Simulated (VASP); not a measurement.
# Si (Fd-3m) in VASP: a series of runs, part 2 of 2

VASP 6.6.1. Earlier steps stand in the parts before.

## (3) G0W0 quasiparticle levels, PBE

POSCAR

```
Si
1.0
    0.0000000000      2.7218511865      2.7218511865
    2.7218511865      0.0000000000      2.7218511865
    2.7218511865      2.7218511865      0.0000000000
Si
2
Direct
    0.5000000000      0.5000000000      0.5000000000
    0.7500000000      0.7500000000      0.7500000000
```

INCAR.step1

```
SYSTEM = Si
ALGO = Normal
EDIFF = 1E-8
ENCUT = 450
GGA = PE
ISMEAR = 0
LASPH = .True.
LCHARG = .False.
LREAL = .False.
LWAVE = .True.
NELM = 100
PREC = Accurate
SIGMA = 0.01
```

INCAR.step2

```
SYSTEM = Si
ALGO = Exact
EDIFF = 1E-8
ENCUT = 450
GGA = PE
ISMEAR = 0
ISTART = 1
LASPH = .True.
LCHARG = .False.
LOPTICS = .True.
LREAL = .False.
LWAVE = .True.
NBANDS = 28
NELM = 1
PREC = Accurate
SIGMA = 0.01
```

INCAR.step3

```
SYSTEM = Si
ALGO = EVGW0
EDIFF = 1E-8
ENCUT = 450
ENCUTGW = 150
GGA = PE
ISMEAR = 0
ISTART = 1
LASPH = .True.
LCHARG = .False.
LREAL = .False.
LWAVE = .False.
NBANDS = 28
NBANDSGW = 12
NELMGW = 1
NOMEGA = 48
PREC = Accurate
PRECFOCK = Fast
SIGMA = 0.01
```

KPOINTS

```
k-points
0
Gamma
  3 3 3
  0 0 0
```

Potentials or basis: VASP PAW PBE potentials, release 64 (Si_GW).

Command:

```
$ cat potpaw_PBE.64/Si_GW/POTCAR > POTCAR
$ cp INCAR.step1 INCAR
$ mpirun -np 1 vasp_std > vasp.out
$ cp INCAR.step2 INCAR
$ mpirun -np 1 vasp_std > vasp.out
$ cp INCAR.step3 INCAR
$ mpirun -np 1 vasp_std > vasp.out
```

OUTCAR:

```text
SYSTEM = Si
   EDIFF = 1E-8
   ENCUT = 450
   ENCUTGW = 150
   GGA = PE
   ISMEAR = 0
   ISTART = 1
   LASPH = .True.
   LREAL = .False.
   NELMGW = 1
   PREC = Accurate
   PRECFOCK = Fast

 Found      4 irreducible k-points:

 Following reciprocal coordinates:
            Coordinates               Weight
  0.000000  0.000000  0.000000      1.000000
  0.333333  0.000000  0.000000      8.000000
  0.333333  0.333333  0.000000      6.000000
 -0.333333  0.333333  0.000000     12.000000
   k-points           NKPTS =      4   k-points in BZ     NKDIM =     27   number of bands    NBANDS=     28
   number of dos      NEDOS =    301   number of ions     NIONS =      2
   total plane-waves  NPLWV =  21952
   dimension x,y,z NGX =    28 NGY =   28 NGZ =   28
   dimension x,y,z NGXF=    56 NGYF=   56 NGZF=   56
   ions per type =               2
   NGX,Y,Z   is equivalent  to a cutoff of  12.09, 12.09, 12.09 a.u.
   NGXF,Y,Z  is equivalent  to a cutoff of  24.19, 24.19, 24.19 a.u.
 SYSTEM =  Si
   PREC   = accura    normal or accurate (medium, high low for compatibility)
   ISTART =      1    job   : 0-new  1-cont  2-samecut
   ICHARG =      0    charge: 1-file 2-atom 10-const
   ISPIN  =      1    spin polarized calculation?
   LNONCOLLINEAR =      F non collinear calculations
   LSORBIT =      F    spin-orbit coupling
   LASPH  =      T    aspherical Exc in radial PAW
   ENCUT  =  450.0 eV  33.07 Ry    5.75 a.u.   6.66  6.66  6.66*2*pi/ulx,y,z
   NELM   =     60;   NELMIN=  2; NELMDL=  0     # of ELM steps
   EDIFF  = 0.1E-07   stopping-criterion for ELM
   LREAL  =      F    real-space projection
   EDIFFG = 0.1E-06   stopping-criterion for IOM
   NSW    =      0    number of steps for IOM
   IBRION =     -1    ionic relax: 0-MD 1-quasi-New 2-CG
   NFREE  =      0    steps in history (QN), initial steepest desc. (CG)
   ISIF   =      0    stress and relaxation
   ISYM   =      3    0-nonsym 1-usesym 2-fastsym
   POTIM  = 0.5000    time-step for ionic-motion
   TEBEG  =    0.0;   TEEND  =   0.0 temperature during run
   PSTRESS=    0.0 pullay stress
   NELECT =       8.0000    total number of electrons
   NUPDOWN=      -1.0000    fix difference up-down
   EMIN   =  10.00;   EMAX   =-10.00  energy-range for DOS
   EFERMI =   0.00;   METHOD = LEGACY
   ISMEAR =     0;   SIGMA  =   0.01  broadening in eV -4-tet -1-fermi 0-gaus
   EFERMI_NEDOS =   21; number of points for ismear=-14 and -15
   IALGO  =     38    algorithm
   IMIX   =      4    mixing-type and parameters
     AMIX     =   0.40;   BMIX     =  1.00
     AMIX_MAG =   1.60;   BMIX_MAG =  1.00
  volume/ion in A,a.u.               =      20.16       136.08
  Fermi-wavevector in a.u.,A,eV,Ry     =   0.954766  1.804247 12.402783  0.911579
  Thomas-Fermi vector in A             =   2.083543
   LORBIT       =      0    0 simple, 1 ext, 2 COOP (PROOUT), +10 PAW based schemes
   GGA     = PE    functional components
   LHFCALC =     T    Hartree Fock is set to
   PRECFOCK=fast      Normal, Fast or Accurate (Low or Medium for compatibility)
   ENCUT4O =  -1.0   cutoff for four orbital integrals eV
   NKREDX  =     1    reduce k-point grid by
   NKREDY  =     1    reduce k-point grid by
   NKREDZ  =     1    reduce k-point grid by
   AEXX    =    1.0000 exact exchange contribution
   HFSCREEN=    0.0000 screening length (either q_TF or 0.3 A-1)
   HFSCREENC=   0.0000 screening length for correlation (either q_TF or 0.3 A-1)
   ENCUTFOCK=  -1.0 apply spherical cutoff to Coloumb kernel
   IVDW    =     0    specifies the selected vdW correction
   LEPSILON=     F    determine dielectric tensor
   LRPA    =     F    only Hartree local field effects (RPA)
   LRPAFORCE           =     F    calculate RPA forces
   ENCUTGW             = 150.0    cutoff for response function in eV
   ENCUTGWSOFT         = 120.0    soft cutoff for Coulomb kernel in GW response function in eV
   ENCUTLF             =  -1.0    cutoff for local field effects
   NELMGW              =     1    number of iterations in solving QP/BSE equation
   NELMHF              =     1    number of iterations in the inner HF iteration
   NKREDLFX            =     1    NKREDLFY  =   1   NKREDLFZ  =   1
 non-spin polarized calculation
 Gauss-broadening in eV      SIGMA  =   0.01
  energy-cutoff  :      450.00
  volume of cell :       40.33
 maximum number of plane-waves:       893
 NGX is ok and might be reduce to    28
  NGX = 16; NGY = 16; NGZ = 16
   NGX = 13   NGY = 13   NGZ = 13
 maximum number of plane-waves:       172

 QP shifts <psi_nk| G(iteration)W_0 |psi_nk>: iteration 1
 for sc-GW calculations column KS-energies equals QP-energies in previous step
 and V_xc(KS)=  KS-energies - (<T + V_ion + V_H > + <T+V_H+V_ion>^1  + <V_x>^1)

 k-point   1 :       0.0000    0.0000    0.0000
  band No.  KS-energies  QP-energies   sigma(KS)   V_xc(KS)     V^pw_x(r,r')   Z            occupation Imag(sigma)

      1      -6.4325      -6.7127     -10.8019     -10.4342     -17.4248       0.7619       2.0000       1.3906
      2       5.5010       5.4419     -11.4994     -11.4221     -13.4294       0.7642       2.0000       0.0451
      3       5.5010       5.4419     -11.4994     -11.4221     -13.4294       0.7642       2.0000       0.0451
      4       5.5010       5.4419     -11.4994     -11.4221     -13.4294       0.7642       2.0000       0.0451
      5       8.0158       8.5991      -9.3133     -10.0709      -5.3656       0.7700       0.0000      -0.1316
      6       8.0158       8.5991      -9.3133     -10.0709      -5.3656       0.7700       0.0000      -0.1316
      7       8.0158       8.5991      -9.3133     -10.0709      -5.3656       0.7700       0.0000      -0.1316
      8       8.7867       9.5277     -10.0630     -11.0339      -5.5737       0.7632       0.0000      -0.1605
      9      13.1689      13.9817      -8.9112      -9.9879      -4.1513       0.7549       0.0000      -0.2771
     10      13.1689      13.9817      -8.9112      -9.9879      -4.1513       0.7549       0.0000      -0.2771
     11      13.4319      13.5651      -7.4456      -7.6090      -2.4805       0.8152       0.0000      -0.3767
     12      16.6688      16.9919      -7.8295      -8.2483      -2.1676       0.7715       0.0000      -0.6678
[... 36 lines left out ...]
      1      -3.1838      -3.3602     -11.1495     -10.9016     -16.4741       0.7116       2.0000       0.7104
      2      -1.2644      -1.4474     -11.1413     -10.8864     -15.5005       0.7179       2.0000       0.4264
      3       1.0888       0.8416     -10.1769      -9.8453     -12.9795       0.7455       2.0000       0.1732
      4       3.3836       3.2346     -11.0138     -10.8165     -13.4271       0.7554       2.0000       0.0746
      5       7.0350       7.4442      -8.6181      -9.1442      -4.7336       0.7779       0.0000      -0.1069
      6      11.2761      11.7581      -9.0765      -9.7014      -4.5675       0.7714       0.0000      -0.2668
      7      11.9137      12.6142      -9.3213     -10.2516      -4.3400       0.7530       0.0000      -0.3490
      8      12.5261      13.2211      -9.5927     -10.5050      -4.6738       0.7619       0.0000      -0.3512
      9      12.8638      13.5269      -9.3743     -10.2605      -4.1378       0.7482       0.0000      -0.3849
     10      13.1278      13.7544      -8.9463      -9.7484      -4.1666       0.7811       0.0000      -0.3731
     11      19.8065      20.2759      -8.0420      -8.6604      -2.3238       0.7591       0.0000      -0.7715
     12      20.3688      20.7347      -7.6983      -8.1740      -2.0224       0.7692       0.0000      -0.8245
```

OUTCAR.step1:

```text
SYSTEM = Si
   EDIFF = 1E-8
   ENCUT = 450
   GGA = PE
   ISMEAR = 0
   LASPH = .True.
   LREAL = .False.
[... 151 lines left out ...]
      2.72185      2.72185      2.72185        -0.000000     -0.000000     -0.000000
      4.08278      4.08278      4.08278         0.000000      0.000000      0.000000
 -----------------------------------------------------------------------------------
    total drift:                                0.000000      0.000000     -0.000000

  FREE ENERGIE OF THE ION-ELECTRON SYSTEM (eV)
  ---------------------------------------------------
  free  energy   TOTEN  =       -10.2274592544 eV

  energy  without entropy=      -10.2274592544  energy(sigma->0) =      -10.22745925
```

OUTCAR.step2:

```text
SYSTEM = Si
   EDIFF = 1E-8
   ENCUT = 450
   GGA = PE
[... 519 lines left out ...]
  --------------------------------------------------------------------------------------------------------------
     0.00000    34.03601    34.03601    34.03601     0.00000     0.00000     0.00000
     0.56166    35.17201    35.17201    35.17201     0.00000     0.00000     0.00000
     1.12333    39.22126    39.22126    39.22126     0.00000     0.00000     0.00000
     1.68499    49.14812    49.14812    49.14812     0.00000     0.00000     0.00000
     2.24666    81.70904    81.70904    81.70904     0.00000     0.00000     0.00000
     2.80832   -48.62699   -48.62699   -48.62699     0.00000     0.00000    -0.00000
[... 92 lines left out ...]
    55.04306     0.86655     0.86655     0.86655    -0.00000    -0.00000    -0.00000
    55.60473     0.86929     0.86929     0.86929    -0.00000    -0.00000    -0.00000
```

It took 11 s on 1 thread of Intel Xeon 6975P-C (Granite Rapids), shared host; peak memory 0.24 GiB.

These settings aren't checked as converged: the numbers below hold their error.

What came out:

| Quantity | Value |
| --- | --- |
| Band gap on the k mesh, mean-field level | 0.70 eV, indirect (least direct gap 2.51 eV) |
| Quasiparticle gap | 1.13 eV |
| Least direct quasiparticle gap | 3.16 eV |

Caveat: the k mesh is coarse (spacing up to 0.67 Å⁻¹), so the values aren't converged; bands, screening cutoff and mesh are small and nothing is extrapolated, so the quasiparticle values aren't converged; an odd mesh through Γ misses points on the zone boundary, where band edges often lie.

## (4) G0W0 quasiparticle levels, PBE

POSCAR is that of step 3.

INCAR.step1 is that of step 3.

INCAR.step2 is that of step 3.

Changes to INCAR.step3 since step 3:

```diff
@@ -4,3 +4,3 @@
 ENCUT = 450
-ENCUTGW = 150
+ENCUTGW = 100
 GGA = PE
```

KPOINTS

```
k-points
0
Gamma
  4 4 4
  0 0 0
```

Potentials or basis: VASP PAW PBE potentials, release 64 (Si_GW).

Command:

```
$ cat potpaw_PBE.64/Si_GW/POTCAR > POTCAR
$ cp INCAR.step1 INCAR
$ mpirun -np 1 vasp_std > vasp.out
$ cp INCAR.step2 INCAR
$ mpirun -np 1 vasp_std > vasp.out
$ cp INCAR.step3 INCAR
$ mpirun -np 1 vasp_std > vasp.out
```

OUTCAR:

```text
SYSTEM = Si
   EDIFF = 1E-8
   ENCUT = 450
   ENCUTGW = 100
   GGA = PE
   ISMEAR = 0
   ISTART = 1
   LASPH = .True.
   LREAL = .False.
   NELMGW = 1
   PREC = Accurate
   PRECFOCK = Fast

 Found      8 irreducible k-points:

 Following reciprocal coordinates:
            Coordinates               Weight
  0.000000  0.000000  0.000000      1.000000
  0.250000  0.000000  0.000000      8.000000
  0.500000  0.000000  0.000000      4.000000
  0.250000  0.250000  0.000000      6.000000
  0.500000  0.250000  0.000000     24.000000
 -0.250000  0.250000  0.000000     12.000000
   k-points           NKPTS =      8   k-points in BZ     NKDIM =     64   number of bands    NBANDS=     28
   number of dos      NEDOS =    301   number of ions     NIONS =      2
   total plane-waves  NPLWV =  21952
   dimension x,y,z NGX =    28 NGY =   28 NGZ =   28
   dimension x,y,z NGXF=    56 NGYF=   56 NGZF=   56
   ions per type =               2
   NGX,Y,Z   is equivalent  to a cutoff of  12.09, 12.09, 12.09 a.u.
   NGXF,Y,Z  is equivalent  to a cutoff of  24.19, 24.19, 24.19 a.u.
 SYSTEM =  Si
   PREC   = accura    normal or accurate (medium, high low for compatibility)
   ISTART =      1    job   : 0-new  1-cont  2-samecut
   ICHARG =      0    charge: 1-file 2-atom 10-const
   ISPIN  =      1    spin polarized calculation?
   LNONCOLLINEAR =      F non collinear calculations
   LSORBIT =      F    spin-orbit coupling
   LASPH  =      T    aspherical Exc in radial PAW
   ENCUT  =  450.0 eV  33.07 Ry    5.75 a.u.   6.66  6.66  6.66*2*pi/ulx,y,z
   NELM   =     60;   NELMIN=  2; NELMDL=  0     # of ELM steps
   EDIFF  = 0.1E-07   stopping-criterion for ELM
   LREAL  =      F    real-space projection
   EDIFFG = 0.1E-06   stopping-criterion for IOM
   NSW    =      0    number of steps for IOM
[... 17 lines left out ...]
  volume/ion in A,a.u.               =      20.16       136.08
  Fermi-wavevector in a.u.,A,eV,Ry     =   0.954766  1.804247 12.402783  0.911579
  Thomas-Fermi vector in A             =   2.083543
   LORBIT       =      0    0 simple, 1 ext, 2 COOP (PROOUT), +10 PAW based schemes
   GGA     = PE    functional components
   LHFCALC =     T    Hartree Fock is set to
   PRECFOCK=fast      Normal, Fast or Accurate (Low or Medium for compatibility)
   ENCUT4O =  -1.0   cutoff for four orbital integrals eV
   NKREDX  =     1    reduce k-point grid by
   NKREDY  =     1    reduce k-point grid by
   NKREDZ  =     1    reduce k-point grid by
   AEXX    =    1.0000 exact exchange contribution
   HFSCREEN=    0.0000 screening length (either q_TF or 0.3 A-1)
   HFSCREENC=   0.0000 screening length for correlation (either q_TF or 0.3 A-1)
   ENCUTFOCK=  -1.0 apply spherical cutoff to Coloumb kernel
   IVDW    =     0    specifies the selected vdW correction
   LEPSILON=     F    determine dielectric tensor
   LRPA    =     F    only Hartree local field effects (RPA)
   LRPAFORCE           =     F    calculate RPA forces
   ENCUTGW             = 100.0    cutoff for response function in eV
   ENCUTGWSOFT         =  80.0    soft cutoff for Coulomb kernel in GW response function in eV
   ENCUTLF             =  -1.0    cutoff for local field effects
   NELMGW              =     1    number of iterations in solving QP/BSE equation
   NELMHF              =     1    number of iterations in the inner HF iteration
   NKREDLFX            =     1    NKREDLFY  =   1   NKREDLFZ  =   1
 non-spin polarized calculation
 Gauss-broadening in eV      SIGMA  =   0.01
  energy-cutoff  :      450.00
  volume of cell :       40.33
 maximum number of plane-waves:       893
 NGX is ok and might be reduce to    28
  NGX = 16; NGY = 16; NGZ = 16
   NGX = 13   NGY = 13   NGZ = 13
 maximum number of plane-waves:       100
 NGX is ok and might be reduce to    14

 QP shifts <psi_nk| G(iteration)W_0 |psi_nk>: iteration 1
 for sc-GW calculations column KS-energies equals QP-energies in previous step
 and V_xc(KS)=  KS-energies - (<T + V_ion + V_H > + <T+V_H+V_ion>^1  + <V_x>^1)

 k-point   1 :       0.0000    0.0000    0.0000
  band No.  KS-energies  QP-energies   sigma(KS)   V_xc(KS)     V^pw_x(r,r')   Z            occupation Imag(sigma)

      1      -6.4847      -6.6568     -10.6960     -10.4406     -17.4669       0.6740       2.0000       1.2660
      2       5.4367       5.4257     -11.4159     -11.4016     -13.0150       0.7684       2.0000       0.0621
      3       5.4367       5.4257     -11.4159     -11.4016     -13.0150       0.7684       2.0000       0.0621
      4       5.4367       5.4257     -11.4159     -11.4016     -13.0150       0.7684       2.0000       0.0621
      5       7.9779       8.5758      -9.2977     -10.0847      -5.5644       0.7596       0.0000      -0.0891
      6       7.9779       8.5758      -9.2977     -10.0847      -5.5644       0.7596       0.0000      -0.0891
      7       7.9779       8.5758      -9.2977     -10.0847      -5.5644       0.7596       0.0000      -0.0891
      8       8.7173       9.4596     -10.0642     -11.0474      -5.8596       0.7550       0.0000      -0.1171
      9      13.1363      13.8911      -8.9958      -9.9890      -4.1863       0.7600       0.0000      -0.2467
     10      13.1363      13.8911      -8.9958      -9.9890      -4.1863       0.7600       0.0000      -0.2467
     11      13.3639      13.5184      -7.5068      -7.7060      -2.5880       0.7757       0.0000      -0.3160
     12      16.6395      16.9776      -7.8678      -8.3080      -2.2329       0.7680       0.0000      -0.6317
[... 68 lines left out ...]
      1      -4.4531      -4.6161     -10.9174     -10.6815     -16.8205       0.6911       2.0000       0.9463
      2      -0.0364      -0.1697     -11.1093     -10.9205     -14.8789       0.7058       2.0000       0.3069
      3       1.6994       1.5015     -10.3497     -10.0795     -12.9227       0.7326       2.0000       0.1578
      4       4.1115       4.0203     -11.1541     -11.0339     -13.0714       0.7586       2.0000       0.0802
      5       7.8658       8.3845      -8.9140      -9.5938      -5.0708       0.7631       0.0000      -0.0867
      6      10.1937      10.8413      -9.3013     -10.1740      -4.7947       0.7420       0.0000      -0.1630
      7      10.5504      11.1153      -9.5014     -10.2562      -5.3344       0.7483       0.0000      -0.1439
      8      11.5350      12.1183      -9.1903      -9.9794      -4.3321       0.7391       0.0000      -0.2202
      9      11.8712      12.4423      -8.7286      -9.4908      -4.2064       0.7492       0.0000      -0.2081
     10      15.0218      15.6396      -9.1750     -10.0087      -3.5165       0.7410       0.0000      -0.5033
     11      18.0034      18.4849      -8.2388      -8.8858      -2.6175       0.7441       0.0000      -0.6441
     12      18.5609      19.4286      -9.5230     -10.6797      -3.4787       0.7501       0.0000      -0.8359

 [... further k-points ...]
```

OUTCAR.step1:

```text
SYSTEM = Si
   EDIFF = 1E-8
   ENCUT = 450
   GGA = PE
   ISMEAR = 0
   LASPH = .True.
   LREAL = .False.
[... 177 lines left out ...]
      2.72185      2.72185      2.72185        -0.000000      0.000000     -0.000000
      4.08278      4.08278      4.08278         0.000000     -0.000000      0.000000
 -----------------------------------------------------------------------------------
    total drift:                                0.000000      0.000000     -0.000000

  FREE ENERGIE OF THE ION-ELECTRON SYSTEM (eV)
  ---------------------------------------------------
  free  energy   TOTEN  =       -10.6554443785 eV

  energy  without entropy=      -10.6554443785  energy(sigma->0) =      -10.65544438
```

Run time: 20 s. Hardware: 1 thread of Intel Xeon 6975P-C (Granite Rapids), shared host; peak memory 0.3 GiB.

These settings aren't checked as converged: the numbers below hold their error.

What came out:

| Quantity | Value |
| --- | --- |
| Band gap on the k mesh, mean-field level | 0.71 eV, indirect (least direct gap 2.54 eV) |
| Quasiparticle gap | 1.08 eV |
| Least direct quasiparticle gap | 3.15 eV |

Caveat: the k mesh is coarse (spacing up to 0.50 Å⁻¹), so the values aren't converged; bands, screening cutoff and mesh are small and nothing is extrapolated, so the quasiparticle values aren't converged.
